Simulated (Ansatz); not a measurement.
**The polar optical mode of SiC at 22 GPa, worked through**

The calculation used Ansatz 0.2.0, DFT PBEsol, scalar-relativistic, plane waves, PAW. Settings: 420 eV plane-wave cutoff, Γ-centred 12×12×12 mesh, fixed occupations. No spin polarisation. Phonons by linear response, acoustic sum rule imposed.

The cell, relaxed at 22 GPa:
```yaml
crystal:
  lattice:
    - [0.00000, 2.11799, 2.11799]
    - [2.11799, 0.00000, 2.11799]
    - [2.11799, 2.11799, 0.00000]
  atoms:
    - { symbol: Si, position: [0.00000, 0.00000, 0.00000] }
    - { symbol: C, position: [0.75000, 0.75000, 0.75000] }
```

Linear response gives ν_TO = 865.2 cm⁻¹, Born charges ±2.778 e (positive on Si) and ε∞ = 6.862. The primitive cell holds 19.002 Å³, and the masses are 28.085 and 12.011 amu.

Question: Find ν_LO and the static dielectric constant.

Answer: The long-wave field adds a restoring force: ω_LO² − ω_TO² = Z*²e²/(ε_vac ε∞ μV). In these units ν_LO² − ν_TO² = 4.92064×10⁷ Z*²/(μ V ε∞) cm⁻², with μ = m₁m₂/(m₁ + m₂) = 8.413 amu: 346111 cm⁻². So ν_LO = √(865.2² + 346111) = 1046.3 cm⁻¹, and the run gives 1046.3. Lyddane–Sachs–Teller then gives ε0 = ε∞ (ν_LO/ν_TO)² = 10.03, against 10.03 in the run (it forms both from the same three quantities, so the match checks the arithmetic only). Between ν_TO and ν_LO the dielectric function is negative and an undamped crystal reflects fully: a reststrahlen band from 9.6 to 11.6 μm.

Question: What do the Clausius–Mossotti polarisability and the Szigeti charge come to?

Answer: With the Lorentz local field, α = (3V/4π)(ε∞ − 1)/(ε∞ + 2) = 3.00 Å³ for the pair, and e_S = 3Z*/(ε∞ + 2) = 0.94 e. The Born charge includes the electrons' response to the dipole's own local field, and e_S takes that enhancement out. The Lorentz field assumes point-like polarisable ions, a poor picture once ε∞ is this large, since the electron clouds then overlap or are shared, so both numbers are formal here.

Question: How strongly does a slow electron couple to the LO mode?

Answer: For one isotropic parabolic band, Fröhlich's constant is α_F = (1/ε∞ − 1/ε0) √(m* Ry/ħω_LO), with Ry = 13.606 eV, ħω_LO = 129.7 meV and m* in free-electron masses: α_F = 0.0461 × 10.24 × √m* = 0.47 √m*. The band mass isn't part of this run; for m* = 0.1, 0.3 and 1 it gives 0.15, 0.26, 0.47. In weak coupling the polaron lies α_F ħω_LO below the band edge (34 meV at m* = 0.3) with a mass m*(1 + α_F/6); past α_F of about 5 or 6 that expansion fails. A semilocal functional's ε∞ tends to be too large, which taken alone lowers α_F.

Cost: 1 run of about 0.43 core-minutes, on AMD EPYC 7R43 (Zen 3) (shared hosts).

The wide separation between ν_TO at 865.2 cm⁻¹ and ν_LO at 1046.3 cm⁻¹ marks SiC as a strongly polar covalent crystal. Carbon is the more electronegative partner, and its compact 2p shell, with no p core beneath it, draws the bonding electrons towards it. When the sublattices move against each other, this polarised bond charge is redistributed, so the Born charge of 2.778 e measures a dynamical response and not the static charge on an ion. The light carbon atom and the small cell volume widen the splitting further, while electronic screening reduces it.

Strong infrared activity nevertheless goes with weak Fröhlich coupling for all three trial masses. The stiff, directional bonds let the lattice add only moderately to the electronic screening, and the high LO energy lowers the coupling further. This supports a large-polaron picture for electrons within that mass range, not self-trapping. With a single compressed cell, the calculation doesn't show whether pressure strengthens or weakens the bond polarity.
